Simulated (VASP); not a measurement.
# TePb (Fm-3m) in VASP: settings compared

The runs below take TePb through single point, with LDA, PBE+D3(BJ).

Everything below comes from runs of VASP 6.6.1. Logs are shortened: lines on timing, memory, paths and dates and some standing lists are left out, and cuts for length are marked.

**The experiment to reproduce.**

From a printed reference work, monograph, for a bulk crystal of TePb at 4.2 K: band gap 0.19 eV (direct).

How close the calculation comes is told below.

## Step 1: The cell of the first run

The structure is cubic, space group Fm-3m (No. 225). Conventional cell: a = 6.383 Å, b = 6.383 Å, c = 6.383 Å, α = 90.00°, β = 90.00°, γ = 90.00°. Te (site symmetry m-3m) has 6 Pb at 3.19 Å within 4.2 Å. Within 4.2 Å of Pb (site symmetry m-3m) lie 6 Te at 3.19 Å.

## Step 2: Single point, LDA

INCAR

```
PREC = Accurate
ENCUT = 520
EDIFF = 1E-7
ISMEAR = 0
SIGMA = 0.01
LREAL = False
LASPH = True
NELM = 100
ALGO = Normal
ISIF = 2
LWAVE = False
LCHARG = True
GGA = CA
LELF = True
LVHAR = True
NBANDS = 17
```

KPOINTS

```
Automatic mesh
0
Gamma
  6 6 6
```

POSCAR

```
TePb
1.0
    0.0000000000      3.1914655102      3.1914655102
    3.1914655102      0.0000000000      3.1914655102
    3.1914655102      3.1914655102      0.0000000000
Te Pb
1 1
Direct
    0.5000000000      0.5000000000      0.5000000000
    0.0000000000      0.0000000000      0.0000000000
```

Potentials or basis: VASP PAW LDA potentials, release 64 (Te, Pb_d).

Command:

```console
cat potpaw_LDA.64/Te/POTCAR potpaw_LDA.64/Pb_d/POTCAR > POTCAR
mpirun -np 1 vasp_std > vasp.out
```

OUTCAR:

```text
PREC = Accurate
   ENCUT = 520
   EDIFF = 1E-7
   ISMEAR = 0
   LREAL = False
   LASPH = True
   NELM = 100
   ISIF = 2
   GGA = CA

 ion  position               nearest neighbor table
   1  0.500  0.500  0.500-   2 3.19   2 3.19   2 3.19   2 3.19   2 3.19   2 3.19
   2  0.000  0.000  0.000-   1 3.19   1 3.19   1 3.19   1 3.19   1 3.19   1 3.19

  LATTYP: Found a face centered cubic cell.
 ALAT       =     6.3829310204

  Lattice vectors:

 A1 = (   0.0000000000,   3.1914655102,   3.1914655102)
 A2 = (   3.1914655102,   0.0000000000,   3.1914655102)
 A3 = (   3.1914655102,   3.1914655102,   0.0000000000)

Analysis of symmetry for initial positions (statically):
=====================================================================
 Subroutine PRICEL returns:
 Original cell was already a primitive cell.

 Routine SETGRP: Setting up the symmetry group for a
 face centered cubic supercell.

 Subroutine GETGRP returns: Found 48 space group operations
 (whereof 48 operations were pure point group operations)
 out of a pool of 48 trial point group operations.

The static configuration has the point symmetry O_h .

Analysis of symmetry for dynamics (positions and initial velocities):
=====================================================================
 Subroutine PRICEL returns:
 Original cell was already a primitive cell.

 Routine SETGRP: Setting up the symmetry group for a
 face centered cubic supercell.

 Subroutine GETGRP returns: Found 48 space group operations
 (whereof 48 operations were pure point group operations)
 out of a pool of 48 trial point group operations.

The dynamic configuration has the point symmetry O_h .

 Subroutine INISYM returns: Found 48 space group operations
 (whereof 48 operations are pure point group operations),
 and found     1 'primitive' translations

----------------------------------------------------------------------------------------

                                     Primitive cell

  volume of cell :      65.0130

  direct lattice vectors                    reciprocal lattice vectors
     0.000000000  3.191465510  3.191465510    -0.156667838  0.156667838  0.156667838
     3.191465510  0.000000000  3.191465510     0.156667838 -0.156667838  0.156667838
     3.191465510  3.191465510  0.000000000     0.156667838  0.156667838 -0.156667838

  length of vectors
     4.513413808  4.513413808  4.513413808     0.271356654  0.271356654  0.271356654

  position of ions in fractional coordinates (direct lattice)
     0.500000000  0.500000000  0.500000000
     0.000000000  0.000000000  0.000000000

  ion indices of the primitive-cell ions
   primitive index   ion index
                 1           1
                 2           2

----------------------------------------------------------------------------------------

 KPOINTS: Automatic mesh

Automatic generation of k-mesh.
 Grid dimensions read from file:
 generate k-points for:    6    6    6

 Generating k-lattice:

  Cartesian coordinates                     Fractional coordinates (reciprocal lattice)
    -0.026111306  0.026111306  0.026111306     0.166666667  0.000000000  0.000000000
     0.026111306 -0.026111306  0.026111306     0.000000000  0.166666667  0.000000000
     0.026111306  0.026111306 -0.026111306     0.000000000  0.000000000  0.166666667

  Length of vectors
     0.045226109  0.045226109  0.045226109

  Shift w.r.t. Gamma in fractional coordinates (k-lattice)
     0.000000000  0.000000000  0.000000000

 Subroutine IBZKPT returns following result:
 ===========================================

 Found     16 irreducible k-points:

 Following reciprocal coordinates:
            Coordinates               Weight
  0.000000  0.000000  0.000000      1.000000
  0.166667  0.000000  0.000000      8.000000
  0.333333  0.000000  0.000000      8.000000
  0.500000  0.000000  0.000000      4.000000
  0.166667  0.166667  0.000000      6.000000
  0.333333  0.166667  0.000000     24.000000
[... 8 lines left out ...]
 -0.333333  0.333333  0.166667     24.000000
 -0.333333  0.500000  0.166667     12.000000
   k-points           NKPTS =     16   k-points in BZ     NKDIM =     16   number of bands    NBANDS=     17
   number of dos      NEDOS =    301   number of ions     NIONS =      2
   total plane-waves  NPLWV =  46656
   dimension x,y,z NGX =    36 NGY =   36 NGZ =   36
   dimension x,y,z NGXF=    72 NGYF=   72 NGZF=   72
   ions per type =               1   1
   NGX,Y,Z   is equivalent  to a cutoff of  13.26, 13.26, 13.26 a.u.
   NGXF,Y,Z  is equivalent  to a cutoff of  26.52, 26.52, 26.52 a.u.
 SYSTEM =  unknown system
   PREC   = accura    normal or accurate (medium, high low for compatibility)
   ISTART =      0    job   : 0-new  1-cont  2-samecut
   ICHARG =      2    charge: 1-file 2-atom 10-const
   ISPIN  =      1    spin polarized calculation?
   LNONCOLLINEAR =      F non collinear calculations
   LSORBIT =      F    spin-orbit coupling
   LASPH  =      T    aspherical Exc in radial PAW
   ENCUT  =  520.0 eV  38.22 Ry    6.18 a.u.   8.39  8.39  8.39*2*pi/ulx,y,z
   NELM   =    100;   NELMIN=  2; NELMDL= -5     # of ELM steps
   EDIFF  = 0.1E-06   stopping-criterion for ELM
   LREAL  =      F    real-space projection
   EDIFFG = 0.1E-05   stopping-criterion for IOM
   NSW    =      0    number of steps for IOM
   IBRION =     -1    ionic relax: 0-MD 1-quasi-New 2-CG
   NFREE  =      0    steps in history (QN), initial steepest desc. (CG)
   ISIF   =      2    stress and relaxation
   ISYM   =      2    0-nonsym 1-usesym 2-fastsym
   POTIM  = 0.5000    time-step for ionic-motion
   TEBEG  =    0.0;   TEEND  =   0.0 temperature during run
   PSTRESS=    0.0 pullay stress
   NELECT =      20.0000    total number of electrons
   NUPDOWN=      -1.0000    fix difference up-down
   EMIN   =  10.00;   EMAX   =-10.00  energy-range for DOS
   EFERMI =   0.00;   METHOD = LEGACY
   ISMEAR =     0;   SIGMA  =   0.01  broadening in eV -4-tet -1-fermi 0-gaus
   EFERMI_NEDOS =   21; number of points for ismear=-14 and -15
   IALGO  =     38    algorithm
   IMIX   =      4    mixing-type and parameters
     AMIX     =   0.40;   BMIX     =  1.00
     AMIX_MAG =   1.60;   BMIX_MAG =  1.00
  volume/ion in A,a.u.               =      32.51       219.36
  Fermi-wavevector in a.u.,A,eV,Ry     =   1.105142  2.088415 16.617318  1.221338
  Thomas-Fermi vector in A             =   2.241625
   LORBIT       =      0    0 simple, 1 ext, 2 COOP (PROOUT), +10 PAW based schemes
   GGA     = CA    functional components
   LHFCALC =     F    Hartree Fock is set to
   AEXX    =    0.0000 exact exchange contribution
   IVDW    =     0    specifies the selected vdW correction
   LEPSILON=     F    determine dielectric tensor
   LRPA    =     F    only Hartree local field effects (RPA)
 non-spin polarized calculation
 Gauss-broadening in eV      SIGMA  =   0.01
  energy-cutoff  :      520.00
  volume of cell :       65.01
 maximum number of plane-waves:      1807
 NGX is ok and might be reduce to    36
   NGX = 17   NGY = 17   NGZ = 17

 number of electron      19.9999999 magnetization

 Free energy of the ion-electron system (eV)
  ---------------------------------------------------
  ext. energy  EPLUGINS =         0.00000000
  ---------------------------------------------------
  free energy    TOTEN  =        -8.77568331 eV

  energy without entropy =       -8.77568331  energy(sigma->0) =       -8.77568331

 E-fermi :   6.0113     XC(G=0):  -9.7375

 val. band max:        5.9131539812   @ k =   0.5000   0.0000   0.0000
 cond. band min:       6.4696218403   @ k =   0.5000   0.0000   0.0000
 fundamental gap:      0.5564678590
 Fermi energy:         6.0112626824

 k-point     1 :       0.0000    0.0000    0.0000
  band No.  band energies     occupation
      1     -10.8340      2.00000
      2     -10.8340      2.00000
      3     -10.8171      2.00000
      4     -10.8171      2.00000
      5     -10.8171      2.00000
      6      -6.4633      2.00000
[... 9 lines left out ...]
     16      11.6014      0.00000
     17      13.0403      0.00000

 k-point     2 :       0.1667    0.0000    0.0000
  band No.  band energies     occupation
      1     -10.8379      2.00000
      2     -10.8379      2.00000
      3     -10.8164      2.00000
      4     -10.8126      2.00000
      5     -10.8126      2.00000
      6      -6.2142      2.00000
[... 9 lines left out ...]
     16      12.1205      0.00000
     17      14.8327      0.00000

 k-point     3 :       0.3333    0.0000    0.0000
  band No.  band energies     occupation
      1     -10.8471      2.00000
      2     -10.8471      2.00000
      3     -10.8153      2.00000
      4     -10.8023      2.00000
      5     -10.8023      2.00000
      6      -5.5290      2.00000
[... 9 lines left out ...]
     16      13.5047      0.00000
     17      17.0091      0.00000

 k-point     4 :       0.5000    0.0000    0.0000
  band No.  band energies     occupation
      1     -10.8519      2.00000
      2     -10.8519      2.00000
      3     -10.8149      2.00000
      4     -10.7969      2.00000
      5     -10.7969      2.00000
      6      -4.9281      2.00000
[... 9 lines left out ...]
     16      15.1113      0.00000
     17      15.1654      0.00000
[... 183 lines left out ...]
      1     -10.8754      2.00000
      2     -10.8363      2.00000
      3     -10.8172      2.00000
      4     -10.7992      2.00000
      5     -10.7946      2.00000
      6      -5.0178      2.00000
[... 9 lines left out ...]
     16      14.9224      0.00000
     17      15.4873      0.00000

 k-point    15 :      -0.3333    0.3333    0.1667
  band No.  band energies     occupation
      1     -10.8795      2.00000
      2     -10.8399      2.00000
      3     -10.8089      2.00000
      4     -10.8060      2.00000
      5     -10.7902      2.00000
      6      -4.5950      2.00000
[... 9 lines left out ...]
     16      16.1460      0.00000
     17      16.3330      0.00000

 k-point    16 :      -0.3333    0.5000    0.1667
  band No.  band energies     occupation
      1     -10.8957      2.00000
      2     -10.8314      2.00000
      3     -10.8190      2.00000
      4     -10.7974      2.00000
      5     -10.7861      2.00000
      6      -4.5176      2.00000
[... 9 lines left out ...]
     16      16.7320      0.00000
     17      17.4706      0.00000

------------------------ aborting loop because EDIFF is reached ----------------------------------------

  FORCE on cell =-STRESS in cart. coord.  units (eV):
  Direction    XX          YY          ZZ          XY          YZ          ZX
  --------------------------------------------------------------------------------------
  -------------------------------------------------------------------------------------
  Total        0.0139187      0.0139187      0.0139187      0.0000000      0.0000000      0.0000000
  in kB        0.3430119      0.3430119      0.3430119      0.0000000      0.0000000      0.0000000
  external PRESSURE =       0.3430119 kB  Pullay stress =       0.0000000 kB

 VOLUME and BASIS-vectors are now :
 -----------------------------------------------------------------------------
  energy-cutoff  :      520.00
  volume of cell :       65.01
      direct lattice vectors                 reciprocal lattice vectors
     0.000000000  3.191465510  3.191465510    -0.156667838  0.156667838  0.156667838
     3.191465510  0.000000000  3.191465510     0.156667838 -0.156667838  0.156667838
     3.191465510  3.191465510  0.000000000     0.156667838  0.156667838 -0.156667838

 POSITION                                       TOTAL-FORCE (eV/Angst)
 -----------------------------------------------------------------------------------
      3.19147      3.19147      3.19147         0.000000      0.000000     -0.000000
      0.00000      0.00000      0.00000        -0.000000     -0.000000      0.000000
 -----------------------------------------------------------------------------------
    total drift:                               -0.000000      0.000000      0.000000

  FREE ENERGIE OF THE ION-ELECTRON SYSTEM (eV)
  ---------------------------------------------------
  free  energy   TOTEN  =        -8.7756833080 eV

  energy  without entropy=       -8.7756833080  energy(sigma->0) =       -8.77568331
```

Run time: 11 s. Hardware: 1 thread of Intel Xeon Platinum 8559C (Emerald Rapids), shared host; peak memory 0.16 GiB.

Results:

```yaml
Free_energy: -8.7757 eV
Pressure: 0.0 GPa
Band_gap_on_the_k_mesh: 0.56 eV, direct
```

Levels at points of the mesh, in eV from the valence-band top:
```tsv
k point	band 8	band 9	band 10	band 11	band 12	band 13
(0.00, 0.00, 0.00)	-1.50	-1.50	-1.50	4.02	4.02	4.02
(0.50, 0.00, 0.00)	-0.99	-0.99	0.00	0.56	1.10	1.10
(0.50, 0.50, 0.00)	-4.82	-3.03	-3.03	3.08	5.51	5.51
```

Caveat: spin-orbit coupling is left out, which moves the levels of the heavy elements.

## Step 3: Single point, PBE+D3(BJ)

This run uses another cell than the first one, of 33.89 Å³/atom, 1.043 times its volume.

INCAR

```
SYSTEM = TePb
PREC = Accurate
ENCUT = 520
EDIFF = 1E-6
ISMEAR = 0
SIGMA = 0.01
LREAL = .FALSE.
LASPH = .TRUE.
NELM = 80
ALGO = Normal
ISIF = 2
LWAVE = .FALSE.
LCHARG = .TRUE.
GGA = PE
IVDW = 12
LELF = .TRUE.
LVHAR = .TRUE.
NBANDS = 17
```

KPOINTS

```
Automatic mesh
0
G
  6 6 6
  0 0 0
```

POSCAR

```
TePb
1.0
    0.0000000000      3.2361461492      3.2361461492
    3.2361461492      0.0000000000      3.2361461492
    3.2361461492      3.2361461492      0.0000000000
Te Pb
1 1
Direct
    0.5000000000      0.5000000000      0.5000000000
    0.0000000000      0.0000000000      0.0000000000
```

Potentials or basis: VASP PAW PBE potentials, release 64 (Te, Pb_d).

Command:

```console
cat potpaw_PBE.64/Te/POTCAR potpaw_PBE.64/Pb_d/POTCAR > POTCAR
mpirun -np 1 vasp_std > vasp.out
```

It took 15 s on 1 thread of Intel Xeon Platinum 8559C (Emerald Rapids), shared host; peak memory 0.2 GiB.

Results (log left out):

* Free energy: -8.3069 eV
* Pressure: -0.1 GPa
* Band gap on the k mesh: 0.75 eV, direct
* Dispersion energy per atom: -0.400 eV

Levels at points of the mesh, in eV from the valence-band top:
```csv
k point,band 8,band 9,band 10,band 11,band 12,band 13
"(0.00, 0.00, 0.00)",-1.33,-1.33,-1.33,4.07,4.07,4.07
"(0.50, 0.00, 0.00)",-0.87,-0.87,0.00,0.75,1.28,1.28
"(0.50, 0.50, 0.00)",-4.46,-2.77,-2.77,3.31,5.46,5.46
```

Caveat: spin-orbit coupling is left out, which moves the levels of the heavy elements.

## Step 4: Against experiment

Step 2. A measured gap of TePb is 0.19 eV (direct; 4.2 K; a printed reference work, monograph); the calculated 0.56 eV misses it by +0.37 eV. Spin-orbit coupling on Pb, Te is left out. The value is that of LDA on a finite k mesh, which can miss the band edges, without temperature or zero-point motion.

Step 3. A measured gap of TePb is 0.19 eV (direct; 4.2 K; a printed reference work, monograph); the calculated 0.75 eV misses it by +0.56 eV. Spin-orbit coupling on Pb, Te is left out. The value is that of PBE+D3(BJ) on a finite k mesh, which can miss the band edges, without temperature or zero-point motion.
